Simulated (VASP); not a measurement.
Input of a VASP 6.6.1 run:

INCAR

```
SYSTEM = AlN
PREC = Accurate
ENCUT = 520
EDIFF = 1E-8
ISMEAR = 0
SIGMA = 0.02
LREAL = .FALSE.
LASPH = .TRUE.
NELM = 60
ALGO = Normal
ISIF = 3
LWAVE = .FALSE.
LCHARG = .FALSE.
GGA = PE
IVDW = 12
NBANDS = 16
IBRION = 6
NFREE = 2
POTIM = 0.015
NSW = 1
KPAR = 4
```

Contents of KPOINTS:

```
Automatic mesh
0
G
  12 12 6
  0 0 0
```

File POSCAR:

```
AlN                                     
1.0
    3.1078099051      0.0000000000      0.0000000000
   -1.5539049526      2.6914423260      0.0000000000
    0.0000000000      0.0000000000      4.9769612987
  Al              N             
     2     2
Direct
     0.3333333300000021    0.6666666699999979    0.9990777407543234
     0.6666666699999979    0.3333333300000021    0.4990777407543234
     0.3333333300000021    0.6666666699999979    0.3809222592456791
     0.6666666699999979    0.3333333300000021    0.8809222592456791
```

Potentials or basis: VASP PAW PBE potentials, release 64 (Al, N).

Command:

```bash
$ cat potpaw_PBE.64/Al/POTCAR potpaw_PBE.64/N/POTCAR > POTCAR
$ mpirun -np 4 vasp_std > vasp.out
```

**Question.** Estimate the dispersion energy per atom.

**Answer.** -0.269 eV.

**Question.** What does it give for the Voigt bulk modulus?

**Answer.** 203 GPa.

**Question.** Predict the highest phonon frequency at Γ, LO-TO splitting left out.

**Answer.** 724 cm⁻¹.

Elastic tensor in Voigt notation (GPa, in the Cartesian axes of the cell as first typed):
```
386 137 105   0   0   0
137 386 105   0   0   0
105 105 361   0   0   0
  0   0   0 114   0   0
  0   0   0   0 114   0
  0   0   0   0   0 124
```
